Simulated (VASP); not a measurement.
## Al: single point with PBE

Crystal: Al.

```
Al
1.0
    -1.60724    1.60724    1.60724
     1.60724   -1.60724    1.60724
     1.60724    1.60724   -1.60724
Al
1
Direct
  0.00000 0.00000 0.00000
```

The cell was built by a generator and needn't be a form met in nature.

```
Program             : VASP 6.6.1
Task                : single point
Functional          : PBE
Potentials or basis : VASP PAW PBE potentials, release 64 (Al)
Cutoff              : 520 eV
k mesh              : 18 × 18 × 18
Occupations         : gaussian, width 0.05 eV
Spin                : no spin polarisation
```

```yaml
Pressure: 1.5 GPa
Band_gap_on_the_k_mesh: none (metal or under the smearing width)
```

Levels at points of the mesh, in eV from the Fermi level:
```tsv
k point	band 1	band 2	band 3	band 4	band 5
(0.00, 0.00, 0.00)	-11.10	13.22	13.22	13.22	14.60
(0.50, 0.00, 0.00)	-4.31	-3.86	8.10	8.25	9.92
(0.50, 0.50, 0.50)	1.85	1.85	1.85	2.99	2.99
```

Run time: 13 s on 1 thread of Intel(R) Xeon(R) Platinum 8488C (Sapphire Rapids) (shared host), peak memory 0.14 GiB.
